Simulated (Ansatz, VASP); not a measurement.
**Two plane-wave programs on GaAs**

```
CELL_PARAMETERS angstrom
0.00000 2.92903 2.92903
2.92903 0.00000 2.92903
2.92903 2.92903 0.00000
ATOMIC_POSITIONS crystal
Ga 0.00000 0.00000 0.00000
As 0.25000 0.25000 0.25000
```

Alike in both runs: task single point; functional PBE; k mesh 12 × 12 × 12; occupations gaussian, width 0.02 eV; no spin polarisation.

|  | VASP | Ansatz |
| --- | --- | --- |
| version | VASP 6.6.1 | Ansatz 0.2.0 |
| potentials or method | VASP PAW PBE potentials, release 64 (Ga_d, As) | scalar-relativistic, plane waves, PAW |
| plane-wave cutoff (eV) | 520 | 420 |
| valence electrons in the cell | 18 | 28 |

|  | VASP | Ansatz | Ansatz less VASP |
| --- | --- | --- | --- |
| gap on the k mesh at the Fermi level (eV) | none | none | - |
| pressure (GPa) | -2.9 | -3.1 | -0.12 |

A gap of «none» marks a metal or a gap that the smearing closes. The two sets of potentials don't hold the same shells in valence.
